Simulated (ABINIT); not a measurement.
A run of ABINIT 10.8.3 (patched build) is set up as follows.

Contents of run.abi:

```
# Pseudopotentials
pp_dirpath "./"
pseudos "Se.upf, Zn.upf"

# Structure
acell 4.0075983931 4.0075983931 4.0075983931 Angstrom
rprim
     0.0000000000     0.7071067812     0.7071067812
     0.7071067812     0.0000000000     0.7071067812
     0.7071067812     0.7071067812     0.0000000000
ntypat 2
znucl 34 30
natom 2
typat 1 2
xred
     0.7500000000     0.7500000000     0.7500000000
     0.0000000000     0.0000000000     0.0000000000

# Plane-wave basis
ecut 39.0

# k points
kptopt 1
ngkpt 6 6 6
nshiftk 1
shiftk 0.0 0.0 0.0

# Exchange and correlation
ixc -116133

# Bands and occupations
nband 22
occopt 3
tsmear 0.05 eV

# SCF cycle
nstep 100
tolvrs 1.0e-10

# Output
iomode 3
prtwf 0
prtden 0
prteig 0
prtebands 0
```

Potentials or basis: PseudoDojo NC SR PBEsol v0.4.1 standard.

Launch:

```sh
$ abinit run.abi > log 2>&1
```

(1) What does it give for the pressure?

(2) Predict the band gap on the k mesh.

## Answers

(1) -1.6 GPa.

(2) 1.17 eV, direct.

**Measured values to compare with.**

“Alloy Disordering Effects on the Thermal Conductivity and Energy Gap Temperature Dependence of Cd1−xZnxSe Ternary Crystals Grown by the Bridgman Method”, 2023, pmc:10253836 reports, for a bulk crystal of ZnSe at 300 K: band gap 2.695 ± 0.003 eV (an exciton energy, a little under the gap).

Measured gap of ZnSe: 2.695 eV (an exciton energy, a little under the gap; 300 K; “Alloy Disordering Effects on the Thermal Conductivity and Energy Gap Temperature Dependence of Cd1−xZnxSe Ternary Crystals Grown by the Bridgman Method”, 2023, pmc:10253836). This calculation gives 1.17 eV (-1.53 eV). So large a miss can be the level of theory's own, or it may mean another phase, state or a wrong row. Spin-orbit coupling on Se is left out. The value is that of PBEsol, without temperature or zero-point motion. Semilocal functionals fall short of measured gaps as a rule.
